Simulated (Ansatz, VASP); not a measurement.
Zn in VASP and in Ansatz

INCAR

```
ALGO     = Normal         # electronic algorithm
EDIFF    = 1E-6           # SCF threshold, eV
ENCUT    = 520            # plane-wave cutoff, eV
GGA      = PS             # functional
ISIF     = 2              # what is computed and relaxed
ISMEAR   = -1             # smearing method
LASPH    = T              # aspherical terms in the spheres
LCHARG   = F              # write CHGCAR
LREAL    = F              # projectors in reciprocal space
LWAVE    = F              # write WAVECAR
NBANDS   = 12             # bands
NELM     = 60             # most SCF steps
PREC     = Accurate       # precision mode
SIGMA    = 0.05           # smearing width, eV
```

The input KPOINTS:

```
k-points
0
Gamma
  19 19 19
```

The input POSCAR:

```
Zn
1.0
   -1.2149537084      1.2149537084      1.2149537084
    1.2149537084     -1.2149537084      1.2149537084
    1.2149537084      1.2149537084     -1.2149537084
Zn
1
Direct
    0.0000000000      0.0000000000      0.0000000000
```

Input for Ansatz:

```yaml
crystal:
  lattice:
    - [-1.2149537084, 1.2149537084, 1.2149537084]
    - [1.2149537084, -1.2149537084, 1.2149537084]
    - [1.2149537084, 1.2149537084, -1.2149537084]
  atoms:
    - { symbol: Zn, position: [0.0, 0.0, 0.0] }
kpoints:
  mp_grid: { grid: [19, 19, 19] }
scf:
  occupations: { method: fermi_dirac, width: 0.05 }
hamiltonian:
  xc: pbesol
  pseudopotentials: { kind: all_electron, lapw: { basis_error: 0.001 } }
output:
  forces: true
  stress: true
  eigenvalues: true
  populations: true
```

Change from the starting cell: volume scaled by 0.5, LAPW.

Alike in both runs: task single point; functional PBEsol; k mesh 19 × 19 × 19; occupations fermi-dirac, width 0.05 eV; no spin polarisation.

|  | VASP | Ansatz |
| --- | --- | --- |
| version | VASP 6.6.1 | Ansatz 0.2.0 |
| potentials or method | VASP PAW PBE potentials, release 64 (Zn) | all-electron LAPW, scalar-relativistic |
| plane-wave cutoff (eV) | 520 | see its input |

VASP gave:

* pressure (GPa): 339.6

**Question.** Which values does Ansatz return?

**Answer.** Pressure (GPa): 331.4.

Ansatz ran all-electron here, so the differences hold the error of VASP's frozen core and of both bases.

Caveats: the cell as given lies far from equilibrium; so large a pressure means that the cell lies far from this level's equilibrium, or that cutoff or potentials fall short (VASP); the potentials were made for another functional, which shifts forces and pressure (VASP).
